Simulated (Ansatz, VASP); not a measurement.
# One calculation of Au, two programs

File INCAR:

```
SYSTEM = Au
ALGO = Normal
EDIFF = 1E-7
ENCUT = 520
GGA = RE
ISIF = 2
ISMEAR = -1
LASPH = .True.
LCHARG = .False.
LREAL = .False.
LWAVE = .False.
NBANDS = 12
NELM = 60
PREC = Accurate
SIGMA = 0.1
```

The input KPOINTS:

```
k-points
0
Gamma
  13 13 13
  0 0 0
```

File POSCAR:

```
Au
1.0
    2.6939935335      0.0000000000      0.0000000000
    0.0000000000      2.6939935335      0.0000000000
    0.0000000000      0.0000000000      2.6939935335
Au
1
Direct
    0.0000000000      0.0000000000      0.0000000000
```

Input for Ansatz:

```yaml
crystal:
  lattice:
    - [2.6939935335, 0.0, 0.0]
    - [0.0, 2.6939935335, 0.0]
    - [0.0, 0.0, 2.6939935335]
  atoms:
    - { symbol: Au, position: [0.0, 0.0, 0.0] }
hamiltonian:
  xc: revpbe
  pseudopotentials:
    kind: paw
    azcp:
      Au: "pseudopotentials/Au.paw.azcp"
basis:
  ecutwfc: 420
  fft_grid_basis: typed
kpoints:
  mp_grid: { grid: [13, 13, 13], shift: [0, 0, 0] }
magnetization:
  spin_polarized: false
scf:
  occupations: { method: fermi_dirac, width: 0.1 }
  lower_state_search: "off"
output:
  stress: true
  write_density: true
  write_potential: true
  elf: true
  volumetric_format: npy
```

Alike in both runs: task single point; functional revPBE; k mesh 13 × 13 × 13; occupations fermi-dirac, width 0.1 eV; no spin polarisation.

```csv
,VASP,Ansatz
version,VASP 6.6.1,Ansatz 0.2.0
potentials or method,"VASP PAW PBE potentials, release 64 (Au)","plane waves (420 eV) with PAW, scalar-relativistic"
plane-wave cutoff (eV),520,420
valence electrons in the cell,11,19
```

VASP gave:

* pressure (GPa): 9.7

**Question.** What did Ansatz give for the same quantities?

**Answer.** Pressure (GPa): 10.0.

The two sets of potentials don't hold the same shells in valence.

Caveats: the PAW data sets were made with another functional, which shifts forces and pressure a little (VASP). The runs have no spin-orbit coupling, so splittings on Au are missing.
